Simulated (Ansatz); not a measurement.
# SiC: a closer look at a trial structure, part 2 of 2

The task, for SiC: see how the gap depends on the functional.

Ansatz 0.2.0; DFT PBE, scalar-relativistic, plane waves, PAW. Earlier steps stand in the parts before.

## Step 4: Levels beside the edges (r2SCAN)

The input, input.yaml:

```yaml
crystal:
  lattice:
    - [5.3229435569, 0.0, 0.0]
    - [0.0, 5.3229435569, 0.0]
    - [0.0, 0.0, 3.0926496458]
  atoms:
    - { symbol: Si, position: [0.6755857371, 0.6755857371, 0.0] }
    - { symbol: Si, position: [0.8244142629, 0.1755857371, 0.5] }
    - { symbol: Si, position: [0.3244142629, 0.3244142629, 0.0] }
    - { symbol: Si, position: [0.1755857371, 0.8244142629, 0.5] }
    - { symbol: C, position: [0.8154412519, 0.8154412519, 0.5] }
    - { symbol: C, position: [0.6845587481, 0.3154412519, 0.0] }
    - { symbol: C, position: [0.1845587481, 0.1845587481, 0.5] }
    - { symbol: C, position: [0.3154412519, 0.6845587481, 0.0] }
basis:
  ecutwfc: 500
kpoints:
  mp_grid: { grid: [6, 6, 10] }
hamiltonian:
  xc: r2scan
scf:
  occupations: { method: gaussian, width: 0.02 }
output:
  forces: false
  stress: false
  eigenvalues: true
  eigenstates:
    kpoints:
      - [-0.078125, -0.078125, 0.0]
      - [-0.061181544, -0.078125, 0.0]
      - [-0.095068456, -0.078125, 0.0]
      - [-0.078125, -0.061181544, 0.0]
      - [-0.078125, -0.095068456, 0.0]
      - [-0.078125, -0.078125, 0.00984421]
      - [-0.078125, -0.078125, -0.00984421]
      - [-0.066144168, -0.066144168, 0.0]
      - [-0.090105832, -0.090105832, 0.0]
      - [-0.066144168, -0.078125, 0.006960907]
      - [-0.090105832, -0.078125, -0.006960907]
      - [-0.078125, -0.066144168, 0.006960907]
      - [-0.078125, -0.090105832, -0.006960907]
      - [-0.068342691, -0.068342691, 0.005683557]
      - [-0.087907309, -0.087907309, -0.005683557]
      - [0.0, 0.0, 0.333333]
      - [0.016943456, 0.0, 0.333333]
      - [-0.016943456, 0.0, 0.333333]
      - [0.0, 0.016943456, 0.333333]
      - [0.0, -0.016943456, 0.333333]
      - [0.0, 0.0, 0.34317721]
      - [0.0, 0.0, 0.32348879]
      - [0.011980832, 0.011980832, 0.333333]
      - [-0.011980832, -0.011980832, 0.333333]
      - [0.011980832, 0.0, 0.340293907]
      - [-0.011980832, 0.0, 0.326372093]
      - [0.0, 0.011980832, 0.340293907]
      - [0.0, -0.011980832, 0.326372093]
      - [0.009782309, 0.009782309, 0.339016557]
      - [-0.009782309, -0.009782309, 0.327649443]
    e_range: [-3.958477, 3.958477]
checkpoint:
  read: start.run
  write: ck
  compress: false
  write_wavefunctions: false
  write_every: 100000
```

Run with:

```console
$ ansatz run input.yaml --threads 1 --pin off --max-ram 2560MiB --backend cpu --events-out ev --progress --plain --runs-dir out
```

The program printed, cut to the lines that bear on the results:

```text
Warning: RAYON_NUM_THREADS=1 ignored (pool sized by the plan → 1); use --threads N
[...]
Pseudopotentials: kind: paw
Pseudopotential: Si, paw, valence charge 4, recommended cutoff 500 eV (meta_gga), Si.paw.azcp
Pseudopotential: C, paw, valence charge 4, recommended cutoff 500 eV (meta_gga), C.paw.azcp
Functional definition: r2SCAN
[...]
Crystal: 8 atoms, lattice volume = 87.626 Å³
Basis set: ecut = 500 eV, 2255 PW (Γ), exchange–correlation on 160×160×96 points (64 copies of the dense FFT grid, shifted against one another)
Bands: 24, of which v1, the nominal top of the filled ones, is band 16 counted from 1 (15 counted from 0)
Symmetry: 16 space group operations
Space group: P42/mnm (ITA 136), of the structure as read, at distance tolerance 4.4e-5 Å
k-points: 60 of 360
[...]
Stability of the state it starts from, as read at its close in the unpolarized treatment: not read negative (Ritz values of 1 − χ₀K, real part plus size of imaginary part, from 0.97 to 1.3, by its mixing steps under the symmetry group of the SCF that read it)
[...]
SCF iter   1: F=—  HF=-3564.647114 eV  |F-HF|=—  |Δ(HF+E_count)|=         —  Δρ=3.55e-6  dr2=7.13e-9  dr2_τ=2.80e-10  ethr=2.08e-7  ⟨swp⟩=3.0  Hψ=12241  notcnv=0
[...]
SCF iter   2: F=-3564.647114 eV  HF=-3564.647114 eV  |F-HF|=1.10e-9  |Δ(HF+E_count)|=   4.69e-8  Δρ=1.64e-6  dr2=9.23e-10  dr2_τ=1.92e-10  ethr=2.23e-11  ⟨swp⟩=6.2  Hψ=5347  notcnv=0
[...]
NSCF: frozen V_eff on 30 k-points
SCF converged after 2 iterations
Free energy (F): -3564.647114 eV
[...]
E sigma→0 (E₀):  -3564.647114 eV
Fermi energy:    10.035408 eV
[...]
--- Band table (eV; the first three rows and the last of 60) ---
  k-point 0: bands = ["-7.4027", "-3.9989", "-3.9989", "-3.5155", "0.0488", "1.8804", "2.6268", "2.6268", "4.2619", "5.3222", "7.2943", "7.2943", "8.3273", "8.6765", "8.7452", "8.7452", "12.0603", "13.6898", "14.5832", "14.5832", "14.8535", "15.6814", "16.0046", "16.0046"]
[...]
```

Run time: 16 s. Hardware: 1 thread of Arm Neoverse V2, shared host; peak memory 0.51 GiB.

The search puts the valence top at k = (-0.078, -0.078, 0.000) and the conduction bottom at (0.000, 0.000, 0.333), 2.46 eV apart.

Effective masses from the curvature, by central differences over 0.02 1/Å, in electron masses along Cartesian directions (n/a: flat, of the wrong sign, or not an extremum):

```csv
carrier,band,x,y,z,[110],[101],[011],[111]
hole,16,0.39,0.39,2.03,0.63,0.66,0.66,0.82
electron,17,0.33,0.33,0.45,0.33,0.38,0.38,0.36
```

## Step 5: The same geometry with LDA

The input, input.yaml:

```yaml
crystal:
  lattice:
    - [5.3229435569, 0.0, 0.0]
    - [0.0, 5.3229435569, 0.0]
    - [0.0, 0.0, 3.0926496458]
  atoms:
    - { symbol: Si, position: [0.6755857371, 0.6755857371, 0.0] }
    - { symbol: Si, position: [0.8244142629, 0.1755857371, 0.5] }
    - { symbol: Si, position: [0.3244142629, 0.3244142629, 0.0] }
    - { symbol: Si, position: [0.1755857371, 0.8244142629, 0.5] }
    - { symbol: C, position: [0.8154412519, 0.8154412519, 0.5] }
    - { symbol: C, position: [0.6845587481, 0.3154412519, 0.0] }
    - { symbol: C, position: [0.1845587481, 0.1845587481, 0.5] }
    - { symbol: C, position: [0.3154412519, 0.6845587481, 0.0] }
basis:
  ecutwfc: 420
kpoints:
  mp_grid: { grid: [6, 6, 10] }
  band_path:
    path:
      - [[0.0, 0.0, 0.0], [0.0, 0.5, 0.0], [0.5, 0.5, 0.0], [0.0, 0.0, 0.0], [0.0, 0.0, 0.5], [0.0, 0.5, 0.5], [0.5, 0.5, 0.5], [0.0, 0.0, 0.5]]
      - [[0.0, 0.5, 0.0], [0.0, 0.5, 0.5]]
      - [[0.5, 0.5, 0.0], [0.5, 0.5, 0.5]]
    npoints: 14
hamiltonian:
  xc: lda
scf:
  occupations: { method: gaussian, width: 0.02 }
  n_extra_bands: 20
output:
  forces: true
  stress: true
  eigenvalues: true
  populations: true
  dos: { projected: true, de: 0.02, nscf_kmesh: { grid: [9, 9, 15] } }
  bader: true
  write_density: true
  write_potential: true
  elf: true
  volumetric_format: npy
```

Run with:

```console
$ ansatz run input.yaml --threads 1 --pin off --max-ram 2560MiB --backend cpu --events-out ev --progress --plain --runs-dir out
```

The program printed:

```text
Warning: RAYON_NUM_THREADS=1 ignored (pool sized by the plan → 1); use --threads N
scf.n_extra_bands = 20 over 16 filled bands (N_el = 32.0): the run solves 36 bands
[... 2 set-up lines as earlier in the session ...]
Pseudopotential: Si, paw, valence charge 4, recommended cutoff 420 eV (normal), Si.paw.azcp
Pseudopotential: C, paw, valence charge 4, recommended cutoff 420 eV (normal), C.paw.azcp
Functional definition: SPW92
  exchange = slater_x
  correlation = pw_c
Crystal: 8 atoms, lattice volume = 87.626 Å³
Basis set: ecut = 420 eV, 1723 PW (Γ)
Bands: 36, of which v1, the nominal top of the filled ones, is band 16 counted from 1 (15 counted from 0)
[... 2 set-up lines as earlier in the session ...]
k-points: 60 of 360
[... 3 set-up lines as earlier in the session ...]
PAW frozen core: Si, regenerated for the run's functional, and the local potential with it (the file was generated under x = pbe(κ = 0.804, μ = 0.2195149727645171), c = pbe(β = 0.06672455060314922))
PAW frozen core: C, regenerated for the run's functional, and the local potential with it (the file was generated under x = pbe(κ = 0.804, μ = 0.2195149727645171), c = pbe(β = 0.06672455060314922))
PAW one-centre angular grid: Si, 110 points (default); XC on 64 Gauss nodes
PAW one-centre angular grid: C, 110 points (default); XC on 64 Gauss nodes
[... 2 set-up lines as earlier in the session ...]
Functional: x = slater, c = lda
SCF iter   1: F=—  HF=-3408.015120 eV  |F-HF|=—  |Δ(HF+E_count)|=         —  Δρ=6.99e-3  dr2=4.59e-2  ethr=1.77e-3  ⟨swp⟩=5.5  Hψ=10441  notcnv=0  defer=339
preconditioner: auto → none  [insulator: Δε(μ)=2.008 eV  Ē_g=14.625 eV  σ=0.020 eV  W_gap=1.00  n_scr=10 (ndim 8)  ℏωp=22.4 eV  f_vac=0.000  D(μ)=0.00/eV (n_scr^D=0)  ε∞_Penn≈3.4]
SCF iter   2: F=—  HF=-3408.004754 eV  |F-HF|=—  |Δ(HF+E_count)|=   1.04e-2  Δρ=2.80e-3  dr2=5.15e-3  ethr=1.43e-4  ⟨swp⟩=1.2  Hψ=2667  notcnv=0  defer=696
SCF iter   3: F=—  HF=-3408.003483 eV  |F-HF|=—  |Δ(HF+E_count)|=   1.27e-3  Δρ=5.11e-4  dr2=1.74e-4  ethr=1.61e-5  ⟨swp⟩=2.0  Hψ=2265  notcnv=0  defer=826
SCF iter   4: F=—  HF=-3408.003447 eV  |F-HF|=—  |Δ(HF+E_count)|=   3.55e-5  Δρ=6.80e-5  dr2=1.99e-6  ethr=5.43e-7  ⟨swp⟩=2.8  Hψ=2381  notcnv=0  defer=826
SCF iter   5: F=—  HF=-3408.003449 eV  |F-HF|=—  |Δ(HF+E_count)|=   1.80e-6  Δρ=1.42e-5  dr2=8.24e-8  ethr=6.22e-9  ⟨swp⟩=2.3  Hψ=2252  notcnv=0  defer=826
SCF iter   6: F=-3408.003449 eV  HF=-3408.003449 eV  |F-HF|=1.17e-9  |Δ(HF+E_count)|=   5.76e-9  Δρ=1.23e-6  dr2=1.50e-9  ethr=2.58e-10  ⟨swp⟩=11.9  Hψ=15144  notcnv=0
SCF 1 converged in 6 iterations: F = -3408.003449 eV  dr2 = 1.50e-9
NSCF: frozen V_eff on 129 k-points
NSCF: frozen V_eff on 120 k-points
SCF converged after 6 iterations
Free energy (F): -3408.003449 eV
Harris-Foulkes:  -3408.003449 eV  (|F-HF|=1.17e-9)
Internal energy: -3408.003449 eV  (E = F + TS)
E sigma→0 (E₀):  -3408.003449 eV
Fermi energy:    9.653807 eV
--- Per-component energies (eV) ---
  E_band       = 85.489554
  E_kinetic    = 539.730635
  E_local      = -491.118402  (includes V_loc(G=0)·N_el)
  E_nonlocal   = 214.663786
  E_hartree    = 149.681455
  E_xc         = -417.377843
  E_vxc        = -435.626969  (∫ρ·V_xc dr)
  E_paw        = -2311.474764  (= ΣΔE_a)
  E_vpaw       = -41.523143  (= ΣTr[D̂ρ^β])
  E_aug_tail   = 0.000055  (compensation charges beyond the density's cutoff)
  E_ewald      = -1092.697024
  E_core_change = 0.588653  (= ΣΔE_core)
  E_smearing   = -0.000000  (= −TS)
  E_closure    = 0.000000  (closes the sum)
  Σ components = -3408.003449   (vs F -3408.003449, Δ=0.00e0)
--- Forces (eV/Å), atoms counted from 1 ---
  atom   1  Si    -0.00770774    -0.00770774     0.00000000
  atom   2  Si     0.00770774    -0.00770774     0.00000000
  atom   3  Si     0.00770774     0.00770774    -0.00000000
  atom   4  Si    -0.00770774     0.00770774    -0.00000000
  atom   5  C      0.02599113     0.02599113    -0.00000000
  atom   6  C     -0.02599113     0.02599113    -0.00000000
  atom   7  C     -0.02599113    -0.02599113     0.00000000
  atom   8  C      0.02599113    -0.02599113     0.00000000
  max |Σ_I F_I| component: 3.47e-18 eV/Å
--- Stress (GPa, compression-positive) ---
       -6.953667       0.000000       0.000000
        0.000000      -6.953667       0.000000
        0.000000       0.000000      -7.320681
  P = ⅓ Tr σ = -7.0760 GPa (-70.760 kbar)
--- Band table (eV; the first three rows and the last of 60) ---
  k-point 0: bands = ["-6.6480", "-3.2784", "-3.2784", "-2.8604", "0.3383", "1.9427", "2.7403", "2.7403", "4.2889", "5.3504", "7.2418", "7.2418", "8.2255", "8.5531", "8.6126", "8.6126", "11.4056", "13.0236", "13.8861", "13.8861", "14.1447", "14.9973", "15.2348", "15.2348", "16.3533", "17.6898", "17.8673", "17.8673", "17.9801", "18.3237", "18.5901", "19.3346", "19.3346", "20.9536", "21.1866", "21.2100"]
  k-point 1: bands = ["-6.5229", "-3.1637", "-3.1637", "-2.8065", "0.4563", "2.0728", "2.8218", "2.8218", "4.2291", "4.6129", "6.6388", "6.6388", "7.7408", "8.4249", "8.5239", "8.5239", "12.2696", "12.3808", "14.2839", "14.2839", "14.4792", "15.6298", "15.6298", "15.6335", "16.2424", "17.4277", "17.4277", "17.5664", "17.6298", "17.8676", "18.2205", "19.5056", "19.5056", "20.7294", "21.7076", "22.6567"]
  k-point 2: bands = ["-6.1520", "-2.8280", "-2.8280", "-2.6910", "0.7986", "2.4602", "2.9935", "2.9935", "3.2398", "3.9774", "5.4514", "5.4514", "6.6720", "7.9875", "8.1987", "8.1987", "11.2484", "14.4382", "14.5659", "14.5659", "15.0461", "15.5328", "15.9697", "16.6032", "16.8823", "16.8823", "17.1395", "17.1395", "17.3940", "17.5198", "19.4211", "19.4211", "19.7246", "20.8082", "21.4647", "23.8742"]
  k-point 59: bands = ["-3.3711", "-3.3711", "-1.7414", "-1.7414", "0.3883", "0.3883", "0.6534", "0.6534", "4.9621", "4.9621", "6.2631", "6.2631", "6.6756", "6.6756", "6.9628", "6.9628", "11.5317", "11.5317", "12.0284", "12.0284", "13.5810", "13.5810", "13.7533", "13.7533", "18.1977", "18.1977", "18.2850", "18.2850", "18.9146", "18.9146", "21.2544", "21.2544", "23.7661", "23.7661", "24.5843", "24.5843"]
--- Löwdin populations: 8 sites ---
  site symbol       q [e]
     0     Si      2.9240
     1     Si      2.9240
     2     Si      2.9240
     3     Si      2.9240
     4      C      4.9897
     5      C      4.9897
     6      C      4.9897
     7      C      4.9897
  spilling = 0.010788 (of n_electrons = 32.000000)
--- Bader charges: 8 sites ---
  site symbol  charge [e]  shift [e]
     0     Si      2.6884     0.0174
     1     Si      2.6884     0.0174
     2     Si      2.6884     0.0174
     3     Si      2.6884     0.0174
     4      C     -2.6884     0.0174
     5      C     -2.6884     0.0174
     6      C     -2.6884     0.0174
     7      C     -2.6884     0.0174
  estimated error of the sums over rays = 5.1e-4 e
```

Wall time 94 s (1 thread of Arm Neoverse V2, shared host); peak memory 0.47 GiB.

Site by site:

```csv
atom,Löwdin electrons,Bader charge (e),Bader volume (Å³)
Si1,2.92,+2.69,5.1
Si2,2.92,+2.69,5.1
Si3,2.92,+2.69,5.1
Si4,2.92,+2.69,5.1
C5,4.99,-2.69,16.8
C6,4.99,-2.69,16.8
C7,4.99,-2.69,16.8
C8,4.99,-2.69,16.8
```

The Löwdin counts miss 0.35 of the 32 electrons, which the atomic orbitals do not span, so they are no charges.

From bands.tsv, the levels nearest the gap at the path's corners, in eV from the valence-band top:

```tsv
point	band 13	band 14	band 15	band 16	band 17	band 18	band 19	band 20
Γ	-0.47	-0.14	-0.08	-0.08	2.71	4.33	5.19	5.19
X	-1.15	-1.15	-0.94	-0.94	3.89	3.89	4.89	4.89
M	-1.96	-1.96	-1.63	-1.63	4.32	4.32	4.36	4.36
Γ	-0.47	-0.14	-0.08	-0.08	2.71	4.33	5.19	5.19
Z	-2.90	-2.90	-2.78	-2.78	2.86	2.86	6.25	6.25
R	-2.50	-2.50	-1.37	-1.37	3.13	3.13	4.98	4.98
A	-2.02	-2.02	-1.73	-1.73	2.84	2.84	3.33	3.33
Z	-2.90	-2.90	-2.78	-2.78	2.86	2.86	6.25	6.25
X	-1.15	-1.15	-0.94	-0.94	3.89	3.89	4.89	4.89
R	-2.50	-2.50	-1.37	-1.37	3.13	3.13	4.98	4.98
M	-1.96	-1.96	-1.63	-1.63	4.32	4.32	4.36	4.36
A	-2.02	-2.02	-1.73	-1.73	2.84	2.84	3.33	3.33
```

Highest filled and lowest empty level along the path:

```
distance (1/Å)  highest filled (eV)  lowest empty (eV)
          0.00                -0.08               2.71
          0.17                -0.18               2.81
          0.34                -0.46               3.12
          0.51                -0.82               3.61
          0.67                -0.96               3.90
          0.84                -1.15               3.85
          1.01                -1.44               3.93
          1.18                -1.63               4.32
          1.42                -1.08               3.40
          1.66                -0.27               3.10
          1.90                 0.00               2.76
          2.16                -0.12               3.24
          2.45                -0.56               2.44
          2.74                -1.56               1.99
          3.03                -2.78               2.86
          3.20                -2.51               3.13
          3.37                -1.88               3.60
          3.54                -1.43               3.23
          3.71                -1.40               3.15
          3.87                -1.60               3.27
          4.04                -1.80               3.03
          4.21                -1.73               2.84
          4.45                -2.00               3.08
          4.69                -2.29               3.62
          4.93                -2.75               2.99
          5.12                -1.00               4.01
          5.41                -1.49               4.78
          5.70                -1.59               4.12
          5.99                -1.38               3.18
          6.21                -1.70               4.32
          6.50                -1.56               3.90
          6.79                -1.49               3.38
          7.08                -1.73               2.84
```

States per cell in windows of 1 eV, from dos.tsv and pdos.tsv (zero at the valence-band top):

```
from  to  total  Si 3s  Si 3p  C 2s  C 2p
  -8  -7   2.34   0.66   0.36  0.15  1.16
  -7  -6   2.29   0.37   0.55  0.23  1.13
  -6  -5   2.41   0.23   0.70  0.21  1.26
  -5  -4   2.71   0.18   0.81  0.17  1.53
  -4  -3   3.75   0.16   1.12  0.13  2.29
  -3  -2   4.00   0.12   1.03  0.11  2.68
  -2  -1   4.26   0.07   0.83  0.07  3.21
  -1   0   1.30   0.01   0.14  0.01  1.10
   0   1   0.00   0.00   0.00  0.00  0.00
   1   2   0.00   0.00   0.00  0.00  0.00
   2   3   0.27   0.05   0.12  0.02  0.02
   3   4   2.58   0.39   1.06  0.40  0.26
   4   5   3.08   0.34   1.39  0.36  0.41
   5   6   3.72   0.38   1.73  0.35  0.57
   6   7   3.81   0.40   1.69  0.28  0.66
```

Below -8 eV lie 9 or so more states.

Density in a lattice plane of the grid's cell (edges 5.32 and 5.32 Å, at 0.000 of the third edge), which holds Si and C.

Ten even steps from ' ' (0.04 e/Å³) to '@' (1.84 e/Å³):
```
                                                
            ....                                
        ....::::::......        ........        
      ..::--==++++==--::::................      
      ..--++##%%%%##**==--::..      ......      
      ..--**%%@@@@@@##++==--..        ....      
      ..--++%%@@@@@@##++--::..        ....      
      ..::==**%%%%##++--::::..............      
        ..::==++**==--::::::::::::::::....      
        ..::--====--::::..::::--====--::..      
        ....::::::::::::::::--==**++==::..      
        ..............::::--++##%%%%**==::..    
        ....        ..::--++##@@@@@@%%++--..    
        ....        ..--==++##@@@@@@%%**--..    
        ......      ..::--==**##%%%%##++--..    
        ................::::--==++++==--::..    
          ........        ......::::::....      
                                  ....          
                                                
                                                
```
Columns run along the first of these edges and rows up along the second, over one cell in 24 and 20 even steps from the bottom left corner. Atoms in the plane (fractional): Si at (0.68, 0.68), Si at (0.32, 0.32), C at (0.68, 0.32), C at (0.32, 0.68).

ELF in the same plane.

Ten even steps from ' ' (0.02) to '@' (0.92):
```
          ..........                            
      ..::--======------::::......::::....      
    ..--++**####**********==--::::------::..    
    ::++##%%####**##%%%%%%##==::..::------::..  
    --++####**==--**%%@@@@%%++......::----::..  
    --++##**--    --%%@@@@@@++::--::..::--::..  
    ::++##**==....==%%@@@@%%==..--::....::::..  
    ::++##%%####**##%%%%##++--::----------::..  
    ::++##%%@@@@@@%%##++======**%%%%%%##++--..  
    ..==##%%@@@@@@%%**==--==**%%@@@@@@%%##==..  
    ..--++##%%%%%%**======++##%%@@@@@@%%##++::  
    ..::----------::--++##%%%%##**####%%##++::  
    ..::::....::--..==%%@@@@%%==....==**##++::  
    ..::--::..::--::++@@@@@@%%--    --**##++--  
    ..::----::......++%%@@@@%%**--==**####++--  
    ..::------::..::==##%%%%%%##**####%%##++::  
      ..::------::::--==**********####**++--..  
        ....::::......::::------======--::..    
                              ..........        
                                                
```
Columns run along the first of these edges and rows up along the second, over one cell in 24 and 20 even steps from the bottom left corner. Atoms in the plane (fractional): Si at (0.68, 0.68), Si at (0.32, 0.32), C at (0.68, 0.32), C at (0.32, 0.68).

Both are smooth fields of the valence electrons: close to the nuclei they are not physical.

Maxima of ELF outside the ion cores: 0.93 on the Si–C line, 0.9 Å from Si.

## Step 6: The levels side by side

```csv
level,gap (eV),pressure (GPa),CPU time,against the first
PBE,2.10,0.0,95 s,× 1
r2SCAN,2.46,-3.7,2.2 min,× 1.4
LDA,1.97,-7.1,94 s,× 0.99
```

All at the geometry relaxed with the first.

## Step 7: What came out

This closing draws on all 2 parts.

```
                                              quantity                                           value
                                          gap (r2SCAN)                   2.46 eV, indirect on the path
                                Bader charges (r2SCAN)                             Si +2.87, C -2.87 e
                            gap over the zone (r2SCAN)                               2.46 eV, indirect
valence top, conduction bottom (fractional k) (r2SCAN)  (-0.078, -0.078, 0.000), (0.000, 0.000, 0.333)
                                  hole masses (r2SCAN)    0.39 to 2.03 m0 along the directions sampled
                              electron masses (r2SCAN)    0.33 to 0.45 m0 along the directions sampled
                                             gap (LDA)                   1.97 eV, indirect on the path
                                   Bader charges (LDA)                             Si +2.69, C -2.69 e
```

**Reading.** The gap runs from 1.97 eV with LDA to 2.46 eV with r2SCAN. At this fixed cell LDA gives -7.1 GPa, so it would relax to a smaller volume. The path finds a smaller gap than the mesh does.
